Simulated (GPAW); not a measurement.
Input of a GPAW 26.7.0 run:

The input run.py:

```python
import spglib
from ase import Atoms
from ase.dft.bandgap import bandgap
from ase.io import read, write
from ase.units import GPa
from gpaw import GPAW, PW

atoms = read('GaP.cif')
cell, positions, numbers = spglib.find_primitive(
    (atoms.cell[:], atoms.get_scaled_positions(), atoms.numbers), symprec=1e-4)
atoms = Atoms(numbers, cell=cell, scaled_positions=positions, pbc=True)

calc = GPAW(mode=PW(450),
            xc='RPBE',
            kpts={'size': (7, 7, 7), 'gamma': True},
            occupations={'name': 'fermi-dirac', 'width': 0.05},
            nbands=11,
            convergence={'density': 1e-05, 'energy': 1e-05},
            maxiter=80,
            txt='gpaw.txt')
atoms.calc = calc
energy = atoms.get_potential_energy()
forces = atoms.get_forces()
stress = atoms.get_stress()
calc.write('gs.gpw')
write('result.traj', atoms)
print(f'Energy: {energy:.6f} eV')
print('Forces (eV/A):')
print(forces.round(4))
print('Stress (GPa):', (stress / GPa).round(3))
print('Fermi level:', round(calc.get_fermi_level(), 4), 'eV')
print(f'Gap: {bandgap(calc)[0]:.4f} eV, direct: {bandgap(calc, direct=True)[0]:.4f} eV')
```

File GaP.cif:

```cif
data_GaP
_cell_length_a 5.45050000
_cell_length_b 5.45050000
_cell_length_c 5.45050000
_cell_angle_alpha 90.00000000
_cell_angle_beta 90.00000000
_cell_angle_gamma 90.00000000
_space_group_name_H-M_alt 'F-43m'
_space_group_name_Hall 'F -4 2 3'
_space_group_IT_number 216
loop_
_space_group_symop_operation_xyz
'x,y,z'
'y,-x,-z'
'-x,-y,z'
'-y,x,-z'
'x,-y,-z'
'y,x,z'
'-x,y,-z'
'-y,-x,z'
'z,x,y'
'-z,y,-x'
'z,-x,-y'
'-z,-y,x'
'-z,x,-y'
'z,y,x'
'-z,-x,y'
'z,-y,-x'
'y,z,x'
'-x,-z,y'
'-y,z,-x'
'x,-z,-y'
'-y,-z,x'
'x,z,y'
'y,-z,-x'
'-x,z,-y'
'x,y+1/2,z+1/2'
'y,-x+1/2,-z+1/2'
'-x,-y+1/2,z+1/2'
'-y,x+1/2,-z+1/2'
'x,-y+1/2,-z+1/2'
'y,x+1/2,z+1/2'
'-x,y+1/2,-z+1/2'
'-y,-x+1/2,z+1/2'
'z,x+1/2,y+1/2'
'-z,y+1/2,-x+1/2'
'z,-x+1/2,-y+1/2'
'-z,-y+1/2,x+1/2'
'-z,x+1/2,-y+1/2'
'z,y+1/2,x+1/2'
'-z,-x+1/2,y+1/2'
'z,-y+1/2,-x+1/2'
'y,z+1/2,x+1/2'
'-x,-z+1/2,y+1/2'
'-y,z+1/2,-x+1/2'
'x,-z+1/2,-y+1/2'
'-y,-z+1/2,x+1/2'
'x,z+1/2,y+1/2'
'y,-z+1/2,-x+1/2'
'-x,z+1/2,-y+1/2'
'x+1/2,y,z+1/2'
'y+1/2,-x,-z+1/2'
'-x+1/2,-y,z+1/2'
'-y+1/2,x,-z+1/2'
'x+1/2,-y,-z+1/2'
'y+1/2,x,z+1/2'
'-x+1/2,y,-z+1/2'
'-y+1/2,-x,z+1/2'
'z+1/2,x,y+1/2'
'-z+1/2,y,-x+1/2'
'z+1/2,-x,-y+1/2'
'-z+1/2,-y,x+1/2'
'-z+1/2,x,-y+1/2'
'z+1/2,y,x+1/2'
'-z+1/2,-x,y+1/2'
'z+1/2,-y,-x+1/2'
'y+1/2,z,x+1/2'
'-x+1/2,-z,y+1/2'
'-y+1/2,z,-x+1/2'
'x+1/2,-z,-y+1/2'
'-y+1/2,-z,x+1/2'
'x+1/2,z,y+1/2'
'y+1/2,-z,-x+1/2'
'-x+1/2,z,-y+1/2'
'x+1/2,y+1/2,z'
'y+1/2,-x+1/2,-z'
'-x+1/2,-y+1/2,z'
'-y+1/2,x+1/2,-z'
'x+1/2,-y+1/2,-z'
'y+1/2,x+1/2,z'
'-x+1/2,y+1/2,-z'
'-y+1/2,-x+1/2,z'
'z+1/2,x+1/2,y'
'-z+1/2,y+1/2,-x'
'z+1/2,-x+1/2,-y'
'-z+1/2,-y+1/2,x'
'-z+1/2,x+1/2,-y'
'z+1/2,y+1/2,x'
'-z+1/2,-x+1/2,y'
'z+1/2,-y+1/2,-x'
'y+1/2,z+1/2,x'
'-x+1/2,-z+1/2,y'
'-y+1/2,z+1/2,-x'
'x+1/2,-z+1/2,-y'
'-y+1/2,-z+1/2,x'
'x+1/2,z+1/2,y'
'y+1/2,-z+1/2,-x'
'-x+1/2,z+1/2,-y'
loop_
_atom_site_label
_atom_site_type_symbol
_atom_site_symmetry_multiplicity
_atom_site_Wyckoff_symbol
_atom_site_fract_x
_atom_site_fract_y
_atom_site_fract_z
_atom_site_occupancy
Ga1 Ga 4 a 0.0000000000 0.0000000000 0.0000000000 1
P1 P 4 c 0.2500000000 0.2500000000 0.2500000000 1
```

Potentials or basis: the program's PAW data sets (release 1.2.1) made for this functional, pw.

The run is started by

```bash
$ OMP_NUM_THREADS=1 python run.py
```

Question: Predict the pressure.

Answer: 6.7 GPa.

Question: Predict the band gap on the k mesh.

Answer: 1.71 eV, indirect (least direct gap 2.02 eV).

Caveat: the cutoff is short for stress and forces, so pressures can be off by a GPa or more; an odd mesh through Γ misses points on the zone boundary, where band edges often lie.

The gap isn't set beside the measured one, since this odd mesh misses points on the zone boundary.
